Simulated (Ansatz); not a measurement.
Runs of Ansatz 0.2.0 on Si2Mo. It takes space group I4/mmm (No. 139, tetragonal). Conventional cell: a = 3.200 Å, b = 3.200 Å, c = 7.861 Å, α = 90.00°, β = 90.00°, γ = 90.00°. Mo (site symmetry 4/mmm) is surrounded by 10 Si at 2.62 Å. Around Si (site symmetry 4mm) lie 5 Si at 2.61 to 2.63 Å and 5 Mo at 2.62 Å. 

```tsv
task	level	k mesh	smearing	atoms under strain	gap on the mesh (eV)	pressure (GPa)	largest force (eV/Å)
elastic constants	PBEsol	9 × 9 × 9	fermi-dirac 0.05 eV	clamped	none	-2.7	0.35
phonons	PBEsol	9 × 9 × 9	fermi-dirac 0.05 eV	-	none	-	-
single point	PBEsol	12 × 12 × 12	gaussian 0.05 eV	-	none	-2.7	0.33
single point	PBE	12 × 12 × 12	gaussian 0.05 eV	-	none	2.2	(a)
single point	PBEsol	12 × 12 × 12	gaussian 0.1 eV	-	none	-2.7	0.33
phonons	BLYP	9 × 9 × 9	fermi-dirac 0.02 eV	-	none	-	-
```

Alike in all rows: potentials or basis Ansatz PAW; no spin polarisation; cell as given; cutoff (eV) 420.

Problem. Estimate the missing entries.

Solution. (a) 0.28.

Caveats: the PAW data sets come from PBE, with cores solved anew for the run's functional, which leaves a small shift of forces and pressure (some runs); elastic constants of metals need much finer meshes, so these are rough (some runs).

A k mesh can miss the band edges, and the runs leave out spin-orbit coupling on Mo.

A gap of «none» marks a metal or a gap under the smearing width.
